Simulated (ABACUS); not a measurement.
The system is Pm.

```xyz
1
Lattice="0.0000 2.5842 2.5842 2.5842 0.0000 2.5842 2.5842 2.5842 0.0000" Properties=species:S:1:pos:R:3 pbc="T T T"
Pm    0.0000    0.0000    0.0000
```

This isn't the form of Pm at room conditions, which is double hcp.

| Property | Result |
| --- | --- |
| Program | ABACUS 3.10.1 |
| Task | single point |
| Functional | PBE |
| Potentials or basis | PseudoDojo NC SR 0.4.1 PBE standard, lanthanides 3+ (f in core) |
| Cutoff | 707 eV |
| Density cutoff | 2830 eV |
| Basis | plane waves |
| k mesh | 9 × 9 × 9 |
| Occupations | fermi-dirac, width 0.05 eV |
| Spin | collinear spin, ferromagnetic start |
| Starting moments | [1.0] μB |

On this cell: net moment 0.00 μB per cell; band gap on the k mesh none (metal or under the smearing width).

The same run follows on a disturbed copy (cell strained at random at fixed volume):

```
Pm
1.0
     0.03349    2.62010    2.46422
     2.65326   -0.05742    2.55513
     2.57834    2.63609    0.01750
Pm
1
Direct
  0.00541 0.98817 0.98798
```

Task: What does the disturbed cell give?

Result: The energy (extrapolated to zero smearing) moves by +13.2 meV/atom; net moment 0.00 μB per cell; band gap on the k mesh none (metal or under the smearing width).

Caveats: the magnetic or orbital state may not be the lowest; all typed moments are zero, and the program then starts from 1 μB on every atom; spin-orbit coupling is left out, which moves the levels of the heavy elements; the 4f electrons are frozen in the core as for a trivalent ion, so they carry no moment and show no levels.
